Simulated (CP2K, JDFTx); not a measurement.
# Equation of state of Pt under r2SCAN

The structure is cubic, space group Fm-3m (No. 225). The conventional cell has a = 3.922 Å, b = 3.922 Å, c = 3.922 Å, α = 90.00°, β = 90.00°, γ = 90.00°. Pt (site symmetry m-3m) has 12 Pt at 2.77 Å as nearest neighbours.

The cell was scaled at fixed shape and fractions and run with CP2K, POTENTIAL_UZH Pt GTH-SCAN-q18; TZVP-MOLOPT-SCAN-GTH basis; r2SCAN, k mesh 12 × 12 × 12 on the cell of 1 atom, fermi-dirac occupations of 0.05 eV, no spin polarisation, no spin-orbit coupling. Energies are those that the program minimises, any entropy of the smearing included. For a metal such a mesh isn't converged to the digits shown.

| V (Å³/atom) | energy over the lowest row (meV/atom) |
| --- | --- |
| 14.1750 | 112.80 |
| 14.4766 | ? |
| 14.7782 | 29.97 |
| 15.0798 | 9.16 |
| 15.3814 | 0.00 |
| 15.6830 | 1.09 |
| 15.9846 | 11.20 |

Problem. Fit the third-order Birch-Murnaghan form, give V0, B0 and B′, and predict the energy left open.

Solution. With y = (V0/V)^(2/3), E = E0 + (9 V0 B0/16) [(y - 1)³ B′ + (y - 1)² (6 - 4y)]. Least squares through the rows shown give V0 = 15.4970 Å³/atom, E0 = -0.73 meV, B0 = 266.3 GPa (1 eV/Å³ = 160.218 GPa) and B′ = 5.45, with a largest miss of 0.01 meV. At V = 14.4766 the form with these constants gives 63.91 meV; the run gave 63.95 meV an atom. Other set-ups at this level, from all their volumes (Å³/atom, GPa): JDFTx, SG15-PBE-1.2 with smoothed tails (made for PBE): V0 15.314, B0 273.7. Measured volume: 15.1 Å³/atom at 300 K (a printed reference work), so the fit lies +2.6 % from it. The runs are for a static lattice.
